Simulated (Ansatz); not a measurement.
# MgTe: the cost of one run

Computed with Ansatz 0.2.0 (DFT r²SCAN, frozen-core PAW, scalar-relativistic unless said, unless a step's input says otherwise).

## 1. The structure to begin with

It takes space group P6_3mc (No. 186, hexagonal). The conventional cell has a = 4.520 Å, b = 4.520 Å, c = 7.330 Å, α = 90.00°, β = 90.00°, γ = 120.00°. Mg (site symmetry 3m) has 4 Te at 2.74 to 2.82 Å as nearest neighbours. Around Te (site symmetry 3m) lie 4 Mg at 2.74 to 2.82 Å.

Structure file:

```
CELL_PARAMETERS angstrom
4.52000 0.00000 0.00000
-2.26000 3.91443 0.00000
0.00000 0.00000 7.33000
ATOMIC_POSITIONS crystal
Mg 0.33333 0.66667 0.00000
Mg 0.66667 0.33333 0.50000
Te 0.33333 0.66667 0.38500
Te 0.66667 0.33333 0.88500
```

Cartesian axes are those of the input's lattice vectors. The structure goes back to a database entry.

## 2. Cell and atoms relaxed, PAW

input.yaml

```yaml
crystal:
  lattice:
    - [4.52, 0.0, 0.0]
    - [-2.26, 3.9144348251, 0.0]
    - [0.0, 0.0, 7.33]
  atoms:
    - { symbol: Mg, position: [0.333333333333, 0.666666666667, 0.0] }
    - { symbol: Mg, position: [0.666666666667, 0.333333333333, 0.5] }
    - { symbol: Te, position: [0.333333333333, 0.666666666667, 0.385] }
    - { symbol: Te, position: [0.666666666667, 0.333333333333, 0.885] }
kpoints:
  mp_grid: { grid: [8, 8, 4] }
scf:
  occupations: { method: fermi_dirac, width: 0.1 }
hamiltonian:
  xc: r2scan
  pseudopotentials: { kind: paw }
relax:
  f_tol: 0.002
  max_steps: 80
  cell: {}
output:
  forces: true
  stress: true
  write_density: true
  write_potential: true
  elf: true
  volumetric_format: npy
```

On the command line:

```bash
ansatz run input.yaml --threads 1 --pin off --max-ram 3072MiB --backend cpu --events-out ev --progress --plain --runs-dir out
```

What time and memory should one allow on 1 thread of Arm Neoverse V2, shared host?

About 98 s, with a peak of 0.7 GiB.
